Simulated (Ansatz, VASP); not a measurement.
Two plane-wave programs on MgO (pbesol)

```
CELL_PARAMETERS angstrom
0.00000 2.05664 2.05664
2.05664 0.00000 2.05664
2.05664 2.05664 0.00000
ATOMIC_POSITIONS crystal
Mg 0.00000 0.00000 0.00000
O 0.50000 0.50000 0.50000
```

Alike in both runs: functional PBEsol; k mesh 10 × 10 × 10; occupations gaussian, width 0.02 eV; no spin polarisation.

Ansatz relaxed the structure, and its values are those at the end. VASP's run is a single point on that final structure, the one shown.

|  | VASP | Ansatz |
| --- | --- | --- |
| version | VASP 6.6.1 | Ansatz 0.2.0 |
| potentials or method | VASP PAW PBE potentials, release 64 (Mg, O) | scalar-relativistic, plane waves, PAW |
| plane-wave cutoff (eV) | 520 | 420 |
| valence electrons in the cell | 8 | 16 |

|  | VASP | Ansatz | Ansatz less VASP |
| --- | --- | --- | --- |
| gap on the k mesh at the Fermi level (eV) | 5.35 | 5.35 | -0.004 |
| least direct gap on the mesh (eV) | 5.35 | 5.35 | -0.004 |
| pressure (GPa) | 12.9 | 13.3 | +0.35 |

The two sets of potentials don't hold the same shells in valence.

Caveats: the PAW data sets were made with another functional, which shifts forces and pressure a little (VASP). Expect the measured gap to be larger: semilocal functionals such as PBEsol lack the derivative discontinuity.
